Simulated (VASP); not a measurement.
A run of VASP 6.6.1 is set up as follows.

Contents of INCAR:

```
ALGO = Normal
EDIFF = 1E-6
EDIFFG = -0.01
ENCUT = 600
GGA = PS
IBRION = 2
ISIF = 3
ISMEAR = 0
KPAR = 2
LASPH = True
LCHARG = False
LREAL = False
LWAVE = False
NELM = 80
NSW = 90
PREC = Accurate
SIGMA = 0.03
```

KPOINTS

```
k-points
0
Gamma
  6 6 8
```

POSCAR

```
SnO2
1.0
    4.7380000000      0.0000000000      0.0000000000
    0.0000000000      4.7380000000      0.0000000000
    0.0000000000      0.0000000000      3.1865000000
Sn O
2 4
Direct
    0.0000000000      0.0000000000      0.0000000000
    0.5000000000      0.5000000000      0.5000000000
    0.3071000000      0.3071000000      0.0000000000
    0.1929000000      0.8071000000      0.5000000000
    0.6929000000      0.6929000000      0.0000000000
    0.8071000000      0.1929000000      0.5000000000
```

Potentials or basis: VASP PAW PBE potentials, release 64 (Sn_d, O).

Command:

```sh
$ cat potpaw_PBE.64/Sn_d/POTCAR potpaw_PBE.64/O/POTCAR > POTCAR
$ mpirun -np 2 vasp_std > vasp.out
```

(1) Estimate the relaxed cell.

(2) What does it give for the space group after relaxing (to 0.05 Å)?

Answers

(1) a = 4.771 Å, b = 4.771 Å, c = 3.217 Å, α = 90.00°, β = 90.00°, γ = 90.00°.

(2) P4_2/mnm (No. 136).
